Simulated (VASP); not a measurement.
# TiS2 (P-3m1) in VASP: a series of runs

Runs on TiS2. Level: LDA. Tasks: relaxation of cell and atoms.

Program: VASP 6.6.1. These are calculated values, not measurements. Logs are shortened: lines on timing, memory, paths and dates and some standing lists are left out, and cuts for length are marked.

## 1. The structure

Symmetry: P-3m1, No. 164, trigonal system. The conventional cell has a = 3.412 Å, b = 3.412 Å, c = 5.695 Å, α = 90.00°, β = 90.00°, γ = 120.00°. Around Ti (site symmetry -3m) lie 6 S at 2.43 Å. S (site symmetry 3m) is surrounded by 3 Ti at 2.43 Å.

## 2. Relaxation of cell and atoms, LDA

INCAR reads:

```
SYSTEM = TiS2
  ALGO = Normal
  EDIFF = 1E-6
  EDIFFG = -0.01
  ENCUT = 600
  IBRION = 2
  ISIF = 3
  ISMEAR = 1
  LASPH = .True.
  LCHARG = .False.
  LREAL = .False.
  LWAVE = .False.
  NELM = 80
  NSW = 90
  PREC = Accurate
  SIGMA = 0.1
```

KPOINTS reads:

```
k-points
0
Gamma
  12 12 7
  0 0 0
```

POSCAR reads:

```
TiS2
1.0
    3.4120000000      0.0000000000      0.0000000000
   -1.7060000000      2.9548786777      0.0000000000
    0.0000000000      0.0000000000      5.6950000000
Ti S
1 2
Direct
    0.0000000000      0.0000000000      0.0000000000
    0.3333333333      0.6666666667      0.2500000000
    0.6666666667      0.3333333333      0.7500000000
```

Potentials or basis: VASP PAW LDA potentials, release 64 (Ti_sv, S).

Run with:

```console
$ cat potpaw_LDA.64/Ti_sv/POTCAR potpaw_LDA.64/S/POTCAR > POTCAR
$ mpirun -np 1 vasp_std > vasp.out
```

OUTCAR:

```text
SYSTEM = TiS2
   EDIFF = 1E-6
   EDIFFG = -0.01
   ENCUT = 600
   IBRION = 2
   ISIF = 3
   ISMEAR = 1
   LASPH = .True.
   LREAL = .False.
   NELM = 80
   NSW = 90
   PREC = Accurate

 ion  position               nearest neighbor table
   1  0.000  0.000  0.000-   2 2.43   3 2.43   2 2.43   3 2.43   3 2.43   2 2.43
   2  0.333  0.667  0.250-   1 2.43   1 2.43   1 2.43
   3  0.667  0.333  0.750-   1 2.43   1 2.43   1 2.43

  LATTYP: Found a hexagonal cell.
 ALAT       =     3.4120000000
 C/A-ratio  =     1.6691090270

  Lattice vectors:

 A1 = (   3.4120000000,   0.0000000000,   0.0000000000)
 A2 = (  -1.7060000000,   2.9548786777,   0.0000000000)
 A3 = (   0.0000000000,   0.0000000000,   5.6950000000)

Analysis of symmetry for initial positions (statically):
=====================================================================
 Subroutine PRICEL returns:
 Original cell was already a primitive cell.

 Routine SETGRP: Setting up the symmetry group for a
 hexagonal supercell.

 Subroutine GETGRP returns: Found 12 space group operations
 (whereof 12 operations were pure point group operations)
 out of a pool of 24 trial point group operations.

The static configuration has the point symmetry D_3d.

Analysis of symmetry for dynamics (positions and initial velocities):
=====================================================================
 Subroutine PRICEL returns:
 Original cell was already a primitive cell.

 Routine SETGRP: Setting up the symmetry group for a
 hexagonal supercell.

 Subroutine GETGRP returns: Found 12 space group operations
 (whereof 12 operations were pure point group operations)
 out of a pool of 24 trial point group operations.

The dynamic configuration has the point symmetry D_3d.

 Subroutine INISYM returns: Found 12 space group operations
 (whereof 12 operations are pure point group operations),
 and found     1 'primitive' translations

----------------------------------------------------------------------------------------

                                     Primitive cell

  volume of cell :      57.4173

  direct lattice vectors                    reciprocal lattice vectors
     3.412000000  0.000000000  0.000000000     0.293083236  0.169211685  0.000000000
    -1.706000000  2.954878678  0.000000000     0.000000000  0.338423370  0.000000000
     0.000000000  0.000000000  5.695000000     0.000000000  0.000000000  0.175592625

  length of vectors
     3.412000000  3.412000000  5.695000000     0.338423370  0.338423370  0.175592625

  position of ions in fractional coordinates (direct lattice)
     0.000000000  0.000000000  0.000000000
     0.333333333  0.666666667  0.250000000
     0.666666667  0.333333333  0.750000000

  ion indices of the primitive-cell ions
   primitive index   ion index
                 1           1
                 2           2
                 3           3

----------------------------------------------------------------------------------------

 KPOINTS: k-points

Automatic generation of k-mesh.
 Grid dimensions read from file:
 generate k-points for:   12   12    7

 Generating k-lattice:

  Cartesian coordinates                     Fractional coordinates (reciprocal lattice)
     0.024423603  0.014100974  0.000000000     0.083333333  0.000000000  0.000000000
     0.000000000  0.028201947  0.000000000     0.000000000  0.083333333  0.000000000
     0.000000000  0.000000000  0.025084661     0.000000000  0.000000000  0.142857143

  Length of vectors
     0.028201947  0.028201947  0.025084661

  Shift w.r.t. Gamma in fractional coordinates (k-lattice)
     0.000000000  0.000000000  0.000000000

 Subroutine IBZKPT returns following result:
 ===========================================

 Found    112 irreducible k-points:

 Following reciprocal coordinates:
            Coordinates               Weight
  0.000000  0.000000  0.000000      1.000000
  0.083333 -0.000000  0.000000      6.000000
  0.166667 -0.000000  0.000000      6.000000
  0.250000  0.000000  0.000000      6.000000
  0.333333 -0.000000  0.000000      6.000000
  0.416667  0.000000  0.000000      6.000000
[... 16 lines left out ...]
  0.166667 -0.000000  0.142857      6.000000
  0.000000  0.166667  0.142857      6.000000
 [... further k-points ...]
   k-points           NKPTS =    112   k-points in BZ     NKDIM =    112   number of bands    NBANDS=     16
   number of dos      NEDOS =    301   number of ions     NIONS =      3
   total plane-waves  NPLWV =  37632
   dimension x,y,z NGX =    28 NGY =   28 NGZ =   48
   dimension x,y,z NGXF=    56 NGYF=   56 NGZF=   96
   ions per type =               1   2
   NGX,Y,Z   is equivalent  to a cutoff of  13.64, 13.64, 14.01 a.u.
   NGXF,Y,Z  is equivalent  to a cutoff of  27.29, 27.29, 28.02 a.u.
 SYSTEM =  TiS2
   PREC   = accura    normal or accurate (medium, high low for compatibility)
   ISTART =      0    job   : 0-new  1-cont  2-samecut
   ICHARG =      2    charge: 1-file 2-atom 10-const
   ISPIN  =      1    spin polarized calculation?
   LNONCOLLINEAR =      F non collinear calculations
   LSORBIT =      F    spin-orbit coupling
   LASPH  =      T    aspherical Exc in radial PAW
   ENCUT  =  600.0 eV  44.10 Ry    6.64 a.u.   6.81  6.81 11.37*2*pi/ulx,y,z
   NELM   =     80;   NELMIN=  2; NELMDL= -5     # of ELM steps
   EDIFF  = 0.1E-05   stopping-criterion for ELM
   LREAL  =      F    real-space projection
   EDIFFG = -.1E-01   stopping-criterion for IOM
   NSW    =     90    number of steps for IOM
   IBRION =      2    ionic relax: 0-MD 1-quasi-New 2-CG
   NFREE  =      1    steps in history (QN), initial steepest desc. (CG)
   ISIF   =      3    stress and relaxation
   ISYM   =      2    0-nonsym 1-usesym 2-fastsym
   POTIM  = 0.5000    time-step for ionic-motion
   TEBEG  =    0.0;   TEEND  =   0.0 temperature during run
   PSTRESS=    0.0 pullay stress
   NELECT =      24.0000    total number of electrons
   NUPDOWN=      -1.0000    fix difference up-down
   EMIN   =  10.00;   EMAX   =-10.00  energy-range for DOS
   EFERMI =   0.00;   METHOD = LEGACY
   ISMEAR =     1;   SIGMA  =   0.10  broadening in eV -4-tet -1-fermi 0-gaus
   EFERMI_NEDOS =   21; number of points for ismear=-14 and -15
   IALGO  =     38    algorithm
   IMIX   =      4    mixing-type and parameters
     AMIX     =   0.40;   BMIX     =  1.00
     AMIX_MAG =   1.60;   BMIX_MAG =  1.00
  volume/ion in A,a.u.               =      19.14       129.16
  Fermi-wavevector in a.u.,A,eV,Ry     =   1.224046  2.313112 20.385458  1.498289
  Thomas-Fermi vector in A             =   2.359135
   LORBIT       =      0    0 simple, 1 ext, 2 COOP (PROOUT), +10 PAW based schemes
   GGA     = CA    functional components
   LHFCALC =     F    Hartree Fock is set to
   AEXX    =    0.0000 exact exchange contribution
   IVDW    =     0    specifies the selected vdW correction
   LEPSILON=     F    determine dielectric tensor
   LRPA    =     F    only Hartree local field effects (RPA)
 conjugate gradient relaxation of ions
 non-spin polarized calculation
 Methfessel and Paxton  Order N= 1 SIGMA  =   0.10
  energy-cutoff  :      600.00
  volume of cell :       57.42
 maximum number of plane-waves:      1943
   NGX = 13   NGY = 13   NGZ = 23

--------------------------------------- Ionic step        1  -------------------------------------------

 number of electron      23.9999999 magnetization

 Free energy of the ion-electron system (eV)
  ---------------------------------------------------
  ext. energy  EPLUGINS =         0.00000000
  ---------------------------------------------------
  free energy    TOTEN  =       -21.94274004 eV

  energy without entropy =      -21.94273151  energy(sigma->0) =      -21.94273720

------------------------ aborting loop because EDIFF is reached ----------------------------------------

  FORCE on cell =-STRESS in cart. coord.  units (eV):
  Direction    XX          YY          ZZ          XY          YZ          ZX
  --------------------------------------------------------------------------------------
  -------------------------------------------------------------------------------------
  Total       -2.3888836     -2.3888836     -1.8631173     -0.0000000      0.0000000     -0.0000000
  in kB      -66.6596718    -66.6596718    -51.9886312     -0.0000000      0.0000000     -0.0000000
  external PRESSURE =     -61.7693249 kB  Pullay stress =       0.0000000 kB
[... 92 lines left out ...]
  FREE ENERGIE OF THE ION-ELECTRON SYSTEM (eV)
  ---------------------------------------------------
  free  energy   TOTEN  =       -22.0099086727 eV

  energy  without entropy=      -22.0098871182  energy(sigma->0) =      -22.00990149

[... ionic steps 4 to 16 ...]

--------------------------------------- Ionic step       17  -------------------------------------------

 number of electron      24.0000004 magnetization

------------------------ aborting loop because EDIFF is reached ----------------------------------------

  FORCE on cell =-STRESS in cart. coord.  units (eV):
  Direction    XX          YY          ZZ          XY          YZ          ZX
  --------------------------------------------------------------------------------------
  -------------------------------------------------------------------------------------
  Total       -0.0392179     -0.0392179     -0.0361727      0.0000000      0.0000000      0.0000000
  in kB       -1.2114123     -1.2114123     -1.1173456      0.0000000      0.0000000      0.0000000
  external PRESSURE =      -1.1800567 kB  Pullay stress =       0.0000000 kB
[... 59 lines left out ...]
  energy  without entropy=      -22.0321726312  energy(sigma->0) =      -22.03205326

--------------------------------------- Ionic step       19  -------------------------------------------

 number of electron      24.0000003 magnetization

 Free energy of the ion-electron system (eV)
  ---------------------------------------------------
  ext. energy  EPLUGINS =         0.00000000
  ---------------------------------------------------
  free energy    TOTEN  =       -22.03199398 eV

  energy without entropy =      -22.03217150  energy(sigma->0) =      -22.03205315

 E-fermi :   6.4396     XC(G=0): -10.9637

 val. band max:        6.4328613017   @ k =   0.0000   0.3333   0.2857
 cond. band min:       6.4525694137   @ k =   0.0000   0.0000   0.4286
 fundamental gap:      0.0197081120
 Fermi energy:         6.4395988188

 k-point     1 :       0.0000    0.0000    0.0000
  band No.  band energies     occupation
      1     -50.2315      2.00000
      2     -26.8792      2.00000
      3     -26.8128      2.00000
      4     -26.8128      2.00000
      5      -7.7292      2.00000
      6      -5.6430      2.00000
[... 8 lines left out ...]
     15       7.2672     -0.00000
     16      10.0545      0.00000
[... 420 lines left out ...]
  band No.  band energies     occupation
      1     -50.2266      2.00000
      2     -26.8698      2.00000
      3     -26.8600      2.00000
      4     -26.8234      2.00000
      5      -7.3042      2.00000
      6      -5.6835      2.00000
[... 8 lines left out ...]
     15       8.1668     -0.00000
     16       9.8934      0.00000

 [... further k-points ...]
[... 5 lines left out ...]
  --------------------------------------------------------------------------------------
  -------------------------------------------------------------------------------------
  Total       -0.0250880     -0.0250880      0.0024986      0.0000000      0.0000000      0.0000000
  in kB       -0.7757066     -0.7757066      0.0772543      0.0000000      0.0000000      0.0000000
  external PRESSURE =      -0.4913863 kB  Pullay stress =       0.0000000 kB
[... 18 lines left out ...]
  FREE ENERGIE OF THE ION-ELECTRON SYSTEM (eV)
  ---------------------------------------------------
  free  energy   TOTEN  =       -22.0319939768 eV

  energy  without entropy=      -22.0321714970  energy(sigma->0) =      -22.03205315

 reached required accuracy - stopping structural energy minimisation
```

Run time: 13 min. Hardware: 1 thread of AMD EPYC 9R45 (Zen 5), shared host; peak memory 0.22 GiB.

What came out:

- Free energy: -22.0320 eV
- Relaxed volume: 17.27 Å³/atom
- Relaxed cell: a = 3.314 Å, b = 3.314 Å, c = 5.447 Å, α = 90.00°, β = 90.00°, γ = 120.00°
- Space group after relaxing (to 0.05 Å): P-3m1 (No. 164)
- Energy gained by relaxing: 29.8 meV/atom
- Ionic steps: 19
- Pressure after relaxing: 0.0 GPa
- Band gap on the k mesh: none (metal or under the smearing width)

The path:
| step | energy change (eV) | largest force (eV/Å) | pressure (GPa) | volume (Å³) |
| --- | --- | --- | --- | --- |
| 1 | 0.0000 | 0.4244 | -6.18 | 57.42 |
| 2 | 0.0054 | 1.1526 | 7.24 | 51.50 |
| 3 | -0.0672 | 0.2950 | -0.32 | 54.39 |
| 4 | -0.0672 | 0.3110 | -0.19 | 54.33 |
| 5 | -0.0757 | 0.2033 | -0.13 | 53.87 |
| 6 | -0.0785 | 0.0763 | -0.04 | 53.35 |
| 7 | -0.0785 | 0.0905 | -0.02 | 53.41 |
| 8 | -0.0813 | 0.0502 | -0.34 | 53.27 |
| 9 | -0.0860 | 0.0764 | -1.16 | 52.86 |
| 10 | -0.0873 | 0.0472 | -0.87 | 52.64 |
| 11 | -0.0891 | 0.0393 | 0.03 | 51.97 |
| 12 | -0.0891 | 0.0427 | 0.07 | 51.94 |
| 13 | -0.0891 | 0.0450 | 0.10 | 51.92 |
| 14 | -0.0891 | 0.0371 | 0.09 | 51.88 |
| 15 | -0.0892 | 0.0136 | 0.07 | 51.76 |
| 16 | -0.0892 | 0.0036 | 0.03 | 51.80 |
| 17 | -0.0892 | 0.0136 | -0.12 | 51.87 |
| 18 | -0.0893 | 0.0048 | -0.09 | 51.83 |
| 19 | -0.0893 | 0.0005 | -0.05 | 51.82 |

Final structure:
```cif
data_structure
_symmetry_space_group_name_H-M 'P 1'
_symmetry_Int_Tables_number 1
_cell_length_a 3.3144
_cell_length_b 3.3144
_cell_length_c 5.4468
_cell_angle_alpha 90.000
_cell_angle_beta 90.000
_cell_angle_gamma 120.000
_cell_volume 51.82
loop_
_atom_site_label
_atom_site_type_symbol
_atom_site_fract_x
_atom_site_fract_y
_atom_site_fract_z
_atom_site_occupancy
Ti1 Ti 0.00000 0.00000 0.00000 1
S1 S 0.33333 0.66667 0.26122 1
S2 S 0.66667 0.33333 0.73878 1
```

## 3. Relaxation of cell and atoms, LDA

This run uses another cell than the first one, of 17.27 Å³/atom, 0.902 times its volume.

Changes to INCAR since step 2:

```diff
@@ -2,4 +2,4 @@
   ALGO = Normal
-  EDIFF = 1E-6
-  EDIFFG = -0.01
+  EDIFF = 1E-7
+  EDIFFG = -0.005
   ENCUT = 600
```

KPOINTS is that of step 2.

POSCAR reads:

```
TiS2                                    
1.0
    3.3143739951     -0.0000000000     -0.0000000000
   -1.6571869975      2.8703320774      0.0000000000
   -0.0000000000     -0.0000000000      5.4468436825
  Ti              S             
     1     2
Direct
     0.0000000000000000    0.0000000000000000    0.0000000000000000
     0.3333333332999970    0.6666666667000030    0.2612242069728148
     0.6666666667000030    0.3333333332999970    0.7387757930271852
```

Potentials or basis: VASP PAW LDA potentials, release 64 (Ti_sv, S).

Run with:

```console
$ cat potpaw_LDA.64/Ti_sv/POTCAR potpaw_LDA.64/S/POTCAR > POTCAR
$ mpirun -np 1 vasp_std > vasp.out
```

Wall time 2.7 min (1 thread of AMD EPYC 9R45 (Zen 5), shared host); peak memory 0.2 GiB.

The run converged. Its results:

```yaml
Free_energy: -22.0311 eV
Relaxed_volume: 17.27 Å³/atom
Relaxed_cell: a = 3.313 Å, b = 3.313 Å, c = 5.450 Å, α = 90.00°, β = 90.00°, γ = 120.00°
Space_group_after_relaxing_to_0.05_Å: P-3m1 (No. 164)
Energy_gained_by_relaxing: 0.0 meV/atom
Ionic_steps: 4
Pressure_after_relaxing: 0.0 GPa
Largest_force_after_relaxing: 0.003 eV/Å
Band_gap_on_the_k_mesh: none (metal or under the smearing width)
```

Forces in eV/Å, atoms in the order of the input:
```
Ti   0.000  0.000  0.000
S    0.000  0.000 -0.003
S    0.000  0.000  0.003
```

Final structure:
```xyz
3
Lattice="3.3129 0.0000 0.0000 -1.6565 2.8691 0.0000 0.0000 0.0000 5.4495" Properties=species:S:1:pos:R:3 pbc="T T T"
Ti   -1.6565    2.8691    0.0000
S     0.0000    1.9127    1.4237
S     1.6565    0.9564    4.0258
```

Levels at points of the mesh, in eV from the Fermi level:
| k point | band 10 | band 11 | band 12 | band 13 | band 14 | band 15 |
| --- | --- | --- | --- | --- | --- | --- |
| (0.00, 0.00, 0.00) | 0.29 | 0.31 | 0.31 | 0.56 | 0.56 | 0.83 |
| (0.50, 0.00, 0.00) | -3.00 | -2.64 | -1.62 | 0.15 | 1.77 | 2.25 |
